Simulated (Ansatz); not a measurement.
## HfO2 in the CdI2-type structure

Computed with Ansatz (plane waves, PAW, 420 eV cutoff): PBE, scalar-relativistic, no spin polarisation, Γ-centred 12×12×6 mesh, 0.05 eV Gaussian smearing; PAW files: Ansatz's generated set soft_2.

```xyz
3
Lattice="3.2522 0.0000 0.0000 -1.6261 2.8165 0.0000 0.0000 0.0000 5.6017" Properties=species:S:1:pos:R:3 pbc="T T T"
Hf    0.0000    0.0000    0.0000
O     0.0000    1.8777    0.9698
O     1.6261    0.9388    4.6319
```

The start was a prototype's sites filled with these elements. The Crystallography Open Database lists the compound in space groups P21/c, Pbca, Fm-3m, so this is a trial structure.

The cell above was scaled in volume, and shape and atoms were relaxed at each volume within its symmetry. Energies are counted from the cell above.

```
V (Å³/atom)  ΔE (meV/atom)  P (GPa)  gap on the mesh (eV)
      16.16            0.8     0.33                  4.73
      16.42            0.4     0.27                  4.74
      16.76            0.1     0.18                  4.75
      17.10            0.0     0.00                  4.76
      17.45            0.0    -0.08                  4.77
      17.79            0.0    -0.10                  4.78
      18.30              ?        ?                     ?
      18.81            0.3    -0.05                  4.80
```

Question: Fill in the withheld row.

Answer: ΔE (meV/atom): 0.1, P (GPa): -0.05, gap on the mesh (eV): 4.79.

Question: Can a bulk modulus be trusted from these points?

Answer: No. The energies are smooth (scatter 0.01 meV/atom), but the pressures don't fall steadily as the cell grows, and the fit's B0′ of 23.3 is out of the usual range: the curve is too flat or too lopsided over this range, as for soft or weakly bound crystals, and a third-order form can't fix it.

The fit puts its minimum at 17.38 Å³/atom, 1.6 % over the cell above, so zero pressure fixes the volume only loosely here.

Kohn–Sham gaps of semilocal functionals lie under measured ones, often by a third or more. No spin–orbit coupling, a notable omission for heavy elements. The structure is built of weakly bound layers, and this functional has no dispersion term, so their spacing and all that hangs on it (volume, the soft elastic constants, low modes, dielectric constants) are poorly given.
